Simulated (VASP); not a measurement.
## BeTe: relaxation of the atoms with PBEsol

The system is BeTe.

```
Be Te
1.0
     0.00000    2.84306    2.84306
     2.84306    0.00000    2.84306
     2.84306    2.84306    0.00000
Be Te
1 1
Direct
  0.00000 0.00000 0.00000
  0.25000 0.25000 0.25000
```

The cell isn't the ideal one: a relaxed cell with its volume scaled by 1.04.

```
Program                : VASP 6.6.1
Task                   : relaxation of the atoms
Functional             : PBEsol
Potentials or basis    : VASP PAW PBE potentials, release 64 (Be, Te)
Cutoff                 : 600 eV
k mesh                 : 8 × 8 × 8
Occupations            : gaussian, width 0.03 eV
Spin                   : no spin polarisation
Further INCAR settings : ALGO = Fast; EDIFF = 1e-07; IBRION = 2; EDIFFG = -0.01; NSW = 40
```

```
Pressure after relaxing : -2.2 GPa
Band gap on the k mesh  : 1.92 eV, indirect (least direct gap 3.53 eV)
```

Final structure:
```yaml
crystal:
  lattice:
    - [0.00000, 2.84306, 2.84306]
    - [2.84306, 0.00000, 2.84306]
    - [2.84306, 2.84306, 0.00000]
  atoms:
    - { symbol: Be, position: [0.00000, 0.00000, 0.00000] }
    - { symbol: Te, position: [0.25000, 0.25000, 0.25000] }
```

Levels at points of the mesh, in eV from the valence-band top:
```tsv
k point	band 2	band 3	band 4	band 5	band 6	band 7
(0.00, 0.00, 0.00)	0.00	0.00	0.00	3.53	3.62	3.62
(0.50, 0.00, 0.00)	-5.39	-1.09	-1.09	2.96	4.57	4.57
(0.50, 0.50, 0.00)	-4.98	-2.55	-2.55	1.92	2.65	9.52
```

Run time: 7.9 s on 1 thread of AMD EPYC 9R45 (Zen 5), with other jobs on the host, peak memory 0.15 GiB.

Caveat: the relaxation stopped at its first step, so nothing moved; the PAW data sets were made with another functional, which shifts forces and pressure a little; spin-orbit coupling is left out, which moves the levels of the heavy elements. A k mesh can miss the band edges.
